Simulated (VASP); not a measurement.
## VASP 6.6.1, PBE single-point calculation, NaH (strained CsCl)

INCAR

```
LWAVE = .FALSE.
LCHARG = .FALSE.
EDIFF = 1E-7
PREC = Accurate
NBANDS = 11
SIGMA = 0.02
ENCUT = 520
ISMEAR = -1
ISIF = 2
LREAL = .FALSE.
LASPH = .TRUE.
IBRION = -1
NSW = 0
GGA = PE
NELM = 120
```

KPOINTS

```
KPOINTS created by Atomic Simulation Environment
0
Gamma
8 8 8
0 0 0
```

KPOINTS_OPT

```
special points
4
Reciprocal
0.0000000000 0.0000000000 0.0000000000 1
0.0000000000 0.5000000000 0.0000000000 1
0.5000000000 0.5000000000 0.0000000000 1
0.5000000000 0.5000000000 0.5000000000 1
```

POSCAR

```
Na H
 1.0000000000000000
     2.9323912064000002    0.0000000000000000    0.0000000000000000
     0.0000000000000000    2.9323912064000002    0.0000000000000000
     0.0000000000000000    0.0000000000000000    2.7933958632000002
 Na  H
   1   1
Cartesian
  0.0000000000000000  0.0000000000000000  0.0000000000000000
  1.4661956032000001  1.4661956032000001  1.3966979316000001
```

VASP ran with the recommended PBE PAW datasets (8 valence electrons in the cell).

Command

```
mpirun -np 1 vasp_std
```

OSZICAR

```
N       E                     dE             d eps       ncg     rms          rms(c)
DAV:   1     0.398683672944E+02    0.39868E+02   -0.44992E+03  1662   0.782E+02
DAV:   2    -0.383934792484E+01   -0.43708E+02   -0.42934E+02  1730   0.209E+02
DAV:   3    -0.521131595167E+01   -0.13720E+01   -0.13703E+01  2009   0.347E+01
DAV:   4    -0.521870806270E+01   -0.73921E-02   -0.73915E-02  1884   0.248E+00
DAV:   5    -0.521876131373E+01   -0.53251E-04   -0.53250E-04  1916   0.216E-01    0.317E+00
DAV:   6    -0.485899214230E+01    0.35977E+00   -0.33776E-01  1870   0.339E+00    0.151E+00
DAV:   7    -0.474197367123E+01    0.11702E+00   -0.38298E-01  1803   0.264E+00    0.374E-01
DAV:   8    -0.474434099493E+01   -0.23673E-02   -0.92782E-03  1854   0.113E+00    0.741E-02
DAV:   9    -0.474412743167E+01    0.21356E-03   -0.16521E-03  1904   0.425E-01    0.292E-02
DAV:  10    -0.474410283764E+01    0.24594E-04   -0.10302E-04  1857   0.582E-02    0.284E-03
DAV:  11    -0.474410362433E+01   -0.78669E-06   -0.12243E-06  1863   0.744E-03    0.181E-03
DAV:  12    -0.474410364776E+01   -0.23428E-07   -0.12477E-07  1821   0.293E-03
   1 F= -.47441036E+01 E0= -.47441036E+01  d E =-.295344E-11
       N       E                     dE             ncg
DAV:   1     0.520584275697E+03   -0.14909E+04       88
DAV:   2     0.360590024186E+03   -0.15999E+03       97
DAV:   3     0.355649184217E+03   -0.49408E+01      122
DAV:   4     0.355630979216E+03   -0.18205E-01      108
DAV:   5     0.355630870626E+03   -0.10859E-03      103
DAV:   6     0.355630869339E+03   -0.12866E-05      103
DAV:   7     0.355630869323E+03   -0.16260E-07       97
```

From OUTCAR

```
k-points           NKPTS =     75   k-points in BZ     NKDIM =     75   number of bands    NBANDS=     11

   NELECT =       8.0000    total number of electrons

   dimension x,y,z NGX =    24 NGY =   24 NGZ =   24
   dimension x,y,z NGXF=    48 NGYF=   48 NGZF=   48

  energy-cutoff  :      520.00
  volume of cell :       24.02
      direct lattice vectors                 reciprocal lattice vectors
     2.932391206  0.000000000  0.000000000     0.341018619  0.000000000  0.000000000
     0.000000000  2.932391206  0.000000000     0.000000000  0.341018619  0.000000000
     0.000000000  0.000000000  2.793395863     0.000000000  0.000000000  0.357987213

 k-points in reciprocal lattice and weights: KPOINTS created by Atomic Simulation Env
   0.00000000  0.00000000  0.00000000       0.002
   0.12500000  0.00000000  0.00000000       0.008
   0.25000000  0.00000000  0.00000000       0.008
   0.37500000  0.00000000  0.00000000       0.008
   0.50000000  0.00000000  0.00000000       0.004
   0.12500000  0.12500000  0.00000000       0.008
   0.25000000  0.12500000  0.00000000       0.016
   0.37500000  0.12500000  0.00000000       0.016
   ...

 E-fermi :   2.1201

 k-point     1 :       0.0000    0.0000    0.0000
  band No.  band energies     occupation
      1     -22.9080      2.00000
      2     -22.9080      2.00000
      3     -22.8946      2.00000
      4      -4.5730      2.00000
      5      10.7980      0.00000
      6      12.4940      0.00000
      7      13.5718      0.00000
      8      14.1429      0.00000
      9      14.1429      0.00000
     10      15.8744      0.00000
     11      27.4084      0.00000

 k-point     2 :       0.1250    0.0000    0.0000
  band No.  band energies     occupation
      1     -22.9369      2.00000
      2     -22.9055      2.00000
      3     -22.8924      2.00000
      4      -4.3240      2.00000
      5       8.9669      0.00000
      6      11.9074      0.00000
      7      13.7208      0.00000
      8      14.3235      0.00000
      9      16.0515      0.00000
     10      17.2733      0.00000
     11      25.3638      0.00000

 k-point     3 :       0.2500    0.0000    0.0000
  band No.  band energies     occupation
      1     -23.0059      2.00000
      2     -22.8994      2.00000
      3     -22.8869      2.00000
      4      -3.6166      2.00000
      5       6.0324      0.00000
      6      12.3488      0.00000
      7      14.4146      0.00000
      8      14.8463      0.00000
      9      16.5616      0.00000
     10      21.5309      0.00000
     11      22.6962      0.00000

 k-point     4 :       0.3750    0.0000    0.0000
  band No.  band energies     occupation
      1     -23.0742      2.00000
      2     -22.8934      2.00000
      3     -22.8814      2.00000
      4      -2.6290      2.00000
      5       3.6464      0.00000
      6      12.9474      0.00000
      7      15.4906      0.00000
      8      15.6023      0.00000
      9      17.2888      0.00000
     10      20.5222      0.00000
     11      20.5924      0.00000

 k-point     5 :       0.5000    0.0000    0.0000
  band No.  band energies     occupation
      1     -23.1022      2.00000
      2     -22.8909      2.00000
      3     -22.8792      2.00000
      4      -2.0228      2.00000
      5       2.5709      0.00000
      6      13.2302      0.00000
      7      16.0858      0.00000
      8      16.3293      0.00000
      9      17.7418      0.00000
     10      19.1139      0.00000
     11      19.6548      0.00000

 k-point     6 :       0.1250    0.1250    0.0000
  band No.  band energies     occupation
      1     -22.9366      2.00000
      2     -22.9313      2.00000
      3     -22.8901      2.00000
      4      -4.0803      2.00000
      5       8.7581      0.00000
      6       9.8959      0.00000
      7      13.6615      0.00000
      8      16.2349      0.00000
      9      17.1097      0.00000
     10      17.7581      0.00000
     11      22.7196      0.00000

 k-point     7 :       0.2500    0.1250    0.0000
  band No.  band energies     occupation
      1     -23.0023      2.00000
      2     -22.9268      2.00000
      3     -22.8847      2.00000
      4      -3.3886      2.00000
      5       6.2417      0.00000
      6      10.0500      0.00000
      7      14.1404      0.00000
      8      16.7644      0.00000
      9      17.7431      0.00000
     10      20.0634      0.00000
     11      21.7130      0.00000

 k-point     8 :       0.3750    0.1250    0.0000
  band No.  band energies     occupation
      1     -23.0695      2.00000
      2     -22.9199      2.00000
      3     -22.8793      2.00000
      4      -2.4284      2.00000
      5       3.9026      0.00000
      6      10.8720      0.00000
      7      14.6690      0.00000
      8      17.1566      0.00000
      9      17.5265      0.00000
     10      19.4959      0.00000
     11      22.4097      0.00000

 k-point     9 :       0.5000    0.1250    0.0000
  band No.  band energies     occupation
      1     -23.0971      2.00000
      2     -22.9171      2.00000
      3     -22.8771      2.00000
      4      -1.8462      2.00000
      5       2.8536      0.00000
      6      11.3667      0.00000
      7      14.8248      0.00000
      8      16.4813      0.00000
      9      18.0126      0.00000
     10      20.4624      0.00000
     11      21.2744      0.00000

 k-point    10 :       0.2500    0.2500    0.0000
  band No.  band energies     occupation
      1     -22.9981      2.00000
      2     -22.9877      2.00000
      3     -22.8795      2.00000
      4      -2.7452      2.00000
      5       6.4407      0.00000
      6       7.6107      0.00000
      7      14.0935      0.00000
      8      17.3532      0.00000
      9      17.4800      0.00000
     10      21.1209      0.00000
     11      22.8074      0.00000

 k-point    11 :       0.3750    0.2500    0.0000
  band No.  band energies     occupation
      1     -23.0583      2.00000
      2     -22.9835      2.00000
      3     -22.8742      2.00000
      4      -1.8674      2.00000
      5       4.6291      0.00000
      6       8.1032      0.00000
      7      13.1092      0.00000
      8      16.8697      0.00000
      9      18.2242      0.00000
     10      21.7442      0.00000
     11      22.5282      0.00000

 k-point    12 :       0.5000    0.2500    0.0000
  band No.  band energies     occupation
      1     -23.0849      2.00000
      2     -22.9799      2.00000
      3     -22.8720      2.00000
      4      -1.3539      2.00000
      5       3.6708      0.00000
      6       8.6959      0.00000
      7      12.2799      0.00000
      8      16.9877      0.00000
      9      18.8243      0.00000
     10      21.6261      0.00000
     11      21.7424      0.00000

 k-point    13 :       0.3750    0.3750    0.0000
  band No.  band energies     occupation
      1     -23.0493      2.00000
      2     -23.0442      2.00000
      3     -22.8690      2.00000
      4      -1.1248      2.00000
      5       5.4138      0.00000
      6       6.2559      0.00000
      7      11.0201      0.00000
      8      17.2593      0.00000
      9      19.3009      0.00000
     10      22.3700      0.00000
     11      23.2409      0.00000

 k-point    14 :       0.5000    0.3750    0.0000
  band No.  band energies     occupation
      1     -23.0727      2.00000
      2     -23.0421      2.00000
      3     -22.8669      2.00000
      4      -0.7136      2.00000
      5       4.8937      0.00000
      6       6.6359      0.00000
      7       9.8946      0.00000
      8      17.5362      0.00000
      9      20.1728      0.00000
     10      21.7712      0.00000
     11      23.2465      0.00000

 k-point    15 :       0.5000    0.5000    0.0000
  band No.  band energies     occupation
      1     -23.0677      2.00000
      2     -23.0677      2.00000
      3     -22.8648      2.00000
      4      -0.3704      2.00000
      5       5.8091      0.00000
      6       5.8091      0.00000
      7       8.5802      0.00000
      8      17.8099      0.00000
      9      21.8399      0.00000
     10      21.8399      0.00000
     11      22.3225      0.00000

 k-point    16 :       0.0000    0.0000    0.1250
  band No.  band energies     occupation
      1     -22.9364      2.00000
      2     -22.9040      2.00000
      3     -22.9040      2.00000
      4      -4.2953      2.00000
      5       9.9190      0.00000
      6      11.7899      0.00000
      7      12.7862      0.00000
      8      14.3453      0.00000
      9      14.3453      0.00000
     10      19.1581      0.00000
     11      26.5129      0.00000

 ...

  Total        0.0325374      0.0325374      0.9386214      0.0000000      0.0000000      0.0000000
  in kB        2.1702883      2.1702883     62.6072646      0.0000000      0.0000000      0.0000000
  external PRESSURE =      22.3159471 kB  Pullay stress =       0.0000000 kB

 POSITION                                       TOTAL-FORCE (eV/Angst)
 -----------------------------------------------------------------------------------
      0.00000      0.00000      0.00000         0.000000      0.000000      0.000000
      1.46620      1.46620      1.39670         0.000000      0.000000      0.000000
 -----------------------------------------------------------------------------------
    total drift:                                0.000000      0.000000      0.000000

  FREE ENERGIE OF THE ION-ELECTRON SYSTEM (eV)
  ---------------------------------------------------
  free  energy   TOTEN  =        -4.7441036478 eV

  energy  without entropy=       -4.7441036478  energy(sigma->0) =       -4.74410365
```

```yaml
gap_between_bands_v_and_c: 0.86 eV
least_direct_gap: 4.59 eV
pressure: 2.2 GPa
```

Band v is the last that the valence electrons fill when counted band by band, and c is the next.

The run took about 9.1 s on one core of a shared host (Intel Xeon Platinum 8488C) and held 0.14 GiB at most.
